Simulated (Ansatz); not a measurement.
## RbBr under pressure: fit and missing row

RbBr, Pm-3m, a = 4.193 Å. This isn't the usual stable structure of the compound. Ansatz: PBE, PAW, 420 eV, Γ-centred 6×6×6 mesh on 2 atoms, Gaussian smearing 0.02 eV; no spin polarisation. Cell and atoms are relaxed at each pressure, and no other structure is tried, so the rows at high pressure may lie past a change of phase.

```tsv
V (Å³/atom)	P (GPa)
17.847	59.97
21.241	30.08
24.750	15.00
27.805	7.99
?	3.00
36.856	0.04
```

**Question.** Take V0 = 36.856 Å³/atom, count pressures from its P0 = 0.04 GPa, fit the third-order Birch–Murnaghan form to the other rows, and predict the missing volume.

**Answer.** With the Eulerian strain f = ½[(V0/V)^(2/3) − 1] and y = (P − P0)/[3f(1 + 2f)^(5/2)], the form is the line y = B0 + 1.5 B0 (B0′ − 4) f. Rows (f, y): 0.31083, 19.19; 0.22198, 18.00; 0.15202, 16.89; 0.10334, 16.03. Means f = 0.1970, y = 17.527; Σ(Δf)² = 0.02438, ΣΔfΔy = 0.3700; the slope is their ratio. y = 14.54 + 15.18 f GPa, so B0 = 14.5 GPa and B0′ = 4 + 2 × (15.18)/(3 × 14.54) = 4.70. P = 3.00 GPa is met at f = 0.05064 (y = 15.309), so V = V0 (1 + 2f)^(−3/2) = 31.891 Å³/atom. The run gave 31.830 Å³/atom, so the fit is 0.061 Å³/atom too high, 0.32 % of the span of the series, against an rms of 0.020 Å³/atom on the fitted rows. The row lies outside the fitted range. The points of y bend away from a line: a fourth-order term fitted to them gives P = 3.00 GPa at this row's volume (the line 3.05, the run 3.00). The nearest row lies 25 % from V0, so B0 and B0′ are extrapolations to f = 0.

The mesh isn't the same in all rows (6×6×6, 8×8×8).